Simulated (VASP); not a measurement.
GaN:

```
CELL_PARAMETERS angstrom
0.00000 2.13524 2.13524
2.13524 0.00000 2.13524
2.13524 2.13524 0.00000
ATOMIC_POSITIONS crystal
Ga 0.00000 0.00000 0.00000
N 0.50000 0.50000 0.50000
```

Measurements of this composition are mostly on another form, of space group No. 186.

Program: VASP 6.6.1. Alike in all runs: task single point; level HSE(alpha, omega); potentials or basis VASP PAW PBE potentials, release 64 (Ga_d, N); no spin polarisation; cell as given; k mesh 6 × 6 × 6; cutoff (eV) 520; smearing fermi-dirac 0.05 eV; the mesh is coarse, so values aren't converged.

Task: Order these runs on this cell by their band gap on the k mesh, lowest first.
A. share of exact exchange 0.05
B. share of exact exchange 0.4
C. share of exact exchange 0.25
D. share of exact exchange 0.5
E. share of exact exchange 0.2

Result: A (0.61 eV), E (1.36 eV), C (1.63 eV), B (2.46 eV), D (3.05 eV).

Caveats: all runs use coarse meshes.

A k mesh can miss the band edges.
